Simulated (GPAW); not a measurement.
Runs of GPAW 26.7.0 on AlN. Symmetry: Fm-3m, No. 225, cubic system. The conventional cell has a = 4.069 Å, b = 4.069 Å, c = 4.069 Å, α = 90.00°, β = 90.00°, γ = 90.00°. Around Al (site symmetry m-3m) lie 6 N at 2.03 Å. N (site symmetry m-3m) is surrounded by 6 Al at 2.03 Å. Measurements of this composition are mostly on another form, of space group No. 186.

```csv
task,level,potentials or basis,smearing,maxiter,convergence,response ecut,response k mesh,response bands,gap on the mesh (eV)
single point,PBE,"GPAW PAW data sets (gpaw-data 1.2.1), pw",fermi-dirac 0.05 eV,120,default,-,-,-,4.61
dielectric tensor,PBEsol,"PAW data sets generated in the run's folder for this functional, pw",fermi-dirac 0.001 eV,150,-,80 eV,28 × 28 × 28,24,(a)
dielectric tensor,PBE,"GPAW PAW data sets (gpaw-data 1.2.1), pw",fermi-dirac 0.001 eV,150,-,80 eV,28 × 28 × 28,24,4.61
dielectric tensor,RPBE,"the program's PAW data sets (release 1.2.1) made for this functional, pw",fermi-dirac 0.001 eV,150,-,80 eV,28 × 28 × 28,24,4.73
```

Alike in all rows: no spin polarisation; cell as given; k mesh 9 × 9 × 9; cutoff (eV) 650.

Task: Fill in the values left out.

Result: (a) 4.53.

Caveats: the long-wavelength limit can be off by a per cent or two (some runs); an odd mesh through Γ misses points on the zone boundary, where band edges often lie (some runs).
